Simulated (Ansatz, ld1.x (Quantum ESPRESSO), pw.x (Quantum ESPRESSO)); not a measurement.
# Ag: one change to the TM potential, in the atom and in the sc crystal

```
Element                 : Ag (Z = 47)
Generator               : ld1.x (Quantum ESPRESSO) 7.5
Type                    : norm-conserving Troullier–Martins (Kleinman–Bylander form)
Functional              : PBE
Relativity              : scalar-relativistic
Frozen core             : [Kr]
Valence charge          : 11
Reference configuration : 4d10 5s0 5p0 (charge +1)
Partial waves           : 5s (bound, empty): rc 2.00 bohr; 5p (bound, empty): rc 3.00 bohr; 4d (bound): rc 1.60 bohr
Local potential         : all-electron potential smoothed inside 2.60 bohr (lloc = -1)
Core correction         : none
```

Change: local potential all-electron potential smoothed inside 1.96 bohr (lloc = -1).

Cutoffs, loose and tight: the cutoffs (Ry, on a coarse ladder) from which the occupation-weighted sum of valence levels, in a spherical-Bessel basis at the reference potential, stays within 10 and 1 mRy of its value at 400 Ry. They do not see the model core or the augmentation charge, which bear on the density cutoff. Test errors are all-electron minus pseudo excitation energies from the reference, over the configurations 4d10 5s1 5p0; 4d9 5s0 5p0; 4d8 5s0 5p0; 4d10 5s0.5 5p0; 4d9 5s2 5p0; 4d9 5s1 5p0; 4d7 5s0 5p0; variants that change the core or the reference have their own tests.

Crystal test: sc Ag in pw.x 7.5, no spin, 12³ k-points, Fermi–Dirac smearing 0.01 Ry, cutoffs set for each file from its atomic test. The reference is all-electron LAPW (Ansatz 0.2.0) with the same functional, mesh and smearing; V0 and B0 come from Birch–Murnaghan fits to the pressures at five volumes. Errors are pseudo minus all-electron; Δ is the rms difference of the E(V) curves that follow from these fits, minima aligned, over ±6 % about the mean V0. Mesh and smearing are coarse, so the numbers serve the comparison and aren't converged zero-temperature values; the lattice is a test structure that the element need not adopt.

All-electron: a0 = 2.752 Å (V0 = 20.84 Å³/atom), B0 = 66.2 GPa.

Q: Does the change bring the crystal closer to the all-electron result?

A: The mean pressure error goes from -1.59 to -8.14 GPa, so the change moves the solid further from the all-electron pressures.

| quantity | base | changed |
| --- | --- | --- |
| outcome (atom) | generated | generated |
| cutoff, loose (atom) | 70 Ry | 70 Ry |
| cutoff, tight (atom) | 100 Ry | 100 Ry |
| bound ghosts (atom) | none | s |
| largest test error (meV) (atom) | -396 over the solved tests; 1 of 7 tests not solved or not reliable | -710 over the solved tests; 3 of 7 tests not solved or not reliable |
| cutoffs in pw.x (Ry) | 120/480 | 120/480 |
| a0 (Å) | 2.730 | – |
| a0 error (%) | -0.79 | – |
| B0 error (%) | +7.7 | – |
| Δ (meV/atom) | 7.4 | – |
| mean pressure error (GPa) | -1.59 | -8.14 |

A dash: not determined, or the minimum lies outside the volumes sampled.

Base: The largest radius (3.00 bohr) exceeds half the bond length (2.60 bohr), so the spheres overlap, which is one possible source of error among others. This is a poor potential for the solid. Atomic configuration tests: 1 of 7 tests not solved or not reliable. Changed file: The largest radius (3.00 bohr) exceeds half the bond length (2.60 bohr), so the spheres overlap, which is one possible source of error among others. This is a poor potential for the solid. Note: ghost state, extra bound levels that the all-electron valence spectrum of the same l lacks: s at -13.3 eV. A true bound ghost makes a file unfit for plane-wave use. Atomic configuration tests: 3 of 7 tests not solved or not reliable. The atomic cutoffs weigh occupied waves only.
